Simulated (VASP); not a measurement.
# C: band structure with LDA

C:

```
CELL_PARAMETERS angstrom
0.00000 1.77745 1.77745
1.77745 0.00000 1.77745
1.77745 1.77745 0.00000
ATOMIC_POSITIONS crystal
C 0.00000 0.00000 0.00000
C 0.25000 0.25000 0.25000
```

This isn't the form of C at room conditions, which is graphite.

```
Program                : VASP 6.6.1
Task                   : band structure
Functional             : LDA
Potentials or basis    : VASP PAW LDA potentials, release 64 (C)
Cutoff                 : 520 eV
k mesh                 : 14 × 14 × 14
Occupations            : gaussian, width 0.03 eV
Spin                   : no spin polarisation
Further INCAR settings : ALGO = Normal; EDIFF = 1e-06; NBANDS = 11
```

* Pressure: -7.3 GPa
* Band gap on the k mesh: 4.12 eV, indirect (least direct gap 5.57 eV)
* Band gap along the path: 4.12 eV, indirect (least direct gap 5.57 eV)

Levels at the corners of the path, in eV from the valence-band top:
```csv
point,band 2,band 3,band 4,band 5,band 6,band 7
Γ,0.00,0.00,0.00,5.57,5.57,5.57
X,-12.68,-6.35,-6.35,4.73,4.73,16.78
X,-12.68,-6.35,-6.35,4.73,4.73,16.78
W,-11.83,-8.44,-8.44,10.49,10.49,12.46
W,-11.83,-8.44,-8.44,10.49,10.49,12.46
K,-11.65,-9.46,-5.41,5.64,10.73,14.35
K,-11.65,-9.46,-5.41,5.64,10.73,14.35
Γ,0.00,0.00,0.00,5.57,5.57,5.57
Γ,0.00,0.00,0.00,5.57,5.57,5.57
L,-13.47,-2.81,-2.81,8.43,8.43,9.15
L,-13.47,-2.81,-2.81,8.43,8.43,9.15
U,-11.65,-9.46,-5.41,5.64,10.73,14.35
U,-11.65,-9.46,-5.41,5.64,10.73,14.35
W,-11.83,-8.44,-8.44,10.49,10.49,12.46
W,-11.83,-8.44,-8.44,10.49,10.49,12.46
L,-13.47,-2.81,-2.81,8.43,8.43,9.15
L,-13.47,-2.81,-2.81,8.43,8.43,9.15
K,-11.65,-9.46,-5.41,5.64,10.73,14.35
U,-11.65,-9.46,-5.41,5.64,10.73,14.35
X,-12.68,-6.35,-6.35,4.73,4.73,16.78
```

It took 11 s on 1 thread of AMD EPYC 9R45 96-Core Processor (Zen 5) (shared host), peak memory 0.1 GiB.

A hybrid or GW would open this gap; LDA tends to underestimate it.
